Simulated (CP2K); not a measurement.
The system is MoS2, a slab with vacuum.

```xyz
3
Lattice="3.1841 0.0000 0.0000 -1.5921 2.7575 0.0000 0.0000 0.0000 17.3346" Properties=species:S:1:pos:R:3 pbc="T T T"
Mo    0.0000    0.0000    0.0000
S     0.0000    1.8384   15.7833
S     0.0000    1.8384    1.5513
```

Base run:

* Program: CP2K 2026.2
* Functional: PBEsol
* Potentials or basis: GTH_POTENTIALS Mo GTH-PBE-q14, S GTH-PBE-q6; DZVP-MOLOPT-SR-GTH basis
* Density cutoff: 6123 eV
* k mesh: 7 × 7 × 2
* Occupations: fermi-dirac, width 0.05 eV
* Spin: no spin polarisation

Its results: band gap on the k mesh 1.79 eV, indirect (least direct gap 2.21 eV); largest force 0.039 eV/Å.

Task: The run is repeated on the same cell with these changes: hubbard terms from none to Mo d U = 2.0 eV. What comes out?

Result: Band gap on the k mesh 1.61 eV, indirect (least direct gap 2.08 eV); largest force 0.059 eV/Å.

Caveats: the potentials were made for another functional, which shifts forces and pressure; the basis of atomic orbitals isn't converged, which shifts pressures, moduli and gaps; this program's U acts on Mulliken populations of all basis functions of the shell, so it isn't the U of plane-wave codes (some runs); energies scatter by some meV and the pressure isn't listed (some runs).

A k mesh can miss the band edges.
